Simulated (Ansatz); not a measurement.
The reference is Ti$_{3}$SiC$_{2}$ (space group P6_3/mmc, No. 194; a = 3.0728 Å, c = 17.7228 Å).

The values are results of PBE in Ansatz (plane waves to 420 eV, PAW, spin-orbit coupling left out), not measurements.

For the base:

| Quantity | Result |
|---|---|
| Pressure | 0.0 GPa |

The change: every lattice vector is shortened by 1.50 %, atoms relaxed at fixed cell.

Problem. What happens to the largest internal atomic displacement, energy relative to the base and pressure?

Solution. The largest internal atomic displacement is 0.021 Å; the energy goes up by 15 meV/atom; the pressure (mean of the normal stresses, compression positive) goes from zero to 9.2 GPa.

The cells carry an imposed strain or load. No phonon test of stability was made. The final runs are not spin-polarised.

Ansatz is a program for electronic structure.
